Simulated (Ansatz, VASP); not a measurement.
# Two plane-wave programs on NaCl

```
Na Cl
1.0
     0.00000    2.80273    2.80273
     2.80273    0.00000    2.80273
     2.80273    2.80273    0.00000
Na Cl
1 1
Cartesian
  0.0000 0.0000 0.0000
  2.8027 2.8027 2.8027
```

Alike in both runs: task single point; functional r2SCAN; k mesh 8 × 8 × 8; no spin polarisation.

|  | VASP | Ansatz |
| --- | --- | --- |
| version | VASP 6.6.1 | Ansatz 0.2.0 |
| potentials or method | VASP PAW PBE potentials, release 64 (Na_pv, Cl) | plane waves, PAW |
| plane-wave cutoff (eV) | 520 | 500 |
| occupations | gaussian, width 0.01 eV | fixed |
| valence electrons in the cell | 14 | 16 |

|  | VASP | Ansatz | Ansatz less VASP |
| --- | --- | --- | --- |
| gap on the k mesh at the Fermi level (eV) | 6.00 | 5.98 | -0.023 |
| pressure (GPa) | -0.2 | 0.0 | +0.19 |

The two sets of potentials don't hold the same shells in valence.

Caveats: the PAW data sets were made with another functional, which shifts forces and pressure a little (VASP). r2SCAN opens gaps a little over a GGA but as a rule still falls short of measured ones. A k mesh can miss the band edges.
